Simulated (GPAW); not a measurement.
Crystal: Ti.

```
Ti
1.0
     0.00000    2.03000    2.03000
     2.03000    0.00000    2.03000
     2.03000    2.03000    0.00000
Ti
1
Direct
  0.00000 0.00000 0.00000
```

This isn't the form of Ti at room conditions, which is hcp.

| Item | Value |
| --- | --- |
| Program | GPAW 26.7.0 |
| Task | relaxation of cell and atoms |
| Functional | PBEsol |
| Dispersion | D3(BJ) |
| Potentials or basis | PAW data sets generated in the run's folder for this functional |
| Cutoff | 600 eV |
| Basis | pw |
| k mesh | 11 × 11 × 11 |
| Occupations | fermi-dirac, width 0.05 eV |
| Spin | no spin polarisation |

At the start: pressure -7.0 GPa; volume 16.73 Å³/atom.

**Question.** How do energy, volume and symmetry change on relaxing?

**Answer.** Over 3 steps the energy falls by 17.9 meV/atom and the volume is 15.71 Å³/atom (-6.1 %); space group Fm-3m (No. 225, to 0.05 Å).

Step by step:
| step | energy change (eV) | largest force (eV/Å) | pressure (GPa) | volume (Å³) |
| --- | --- | --- | --- | --- |
| 1 | 0.0000 | 0.0000 | -6.98 | 16.73 |
| 2 | -0.0147 | 0.0000 | -3.64 | 16.22 |
| 3 | -0.0179 | 0.0000 | 0.20 | 15.71 |

Final structure:
```yaml
crystal:
  lattice:
    - [0.00000, 1.98771, 1.98771]
    - [1.98771, 0.00000, 1.98771]
    - [1.98771, 1.98771, 0.00000]
  atoms:
    - { symbol: Ti, position: [0.00000, 0.00000, 0.00000] }
```

Caveat: later steps reuse the first step's grids; pairwise dispersion overbinds metals, which lowers pressure and volume.
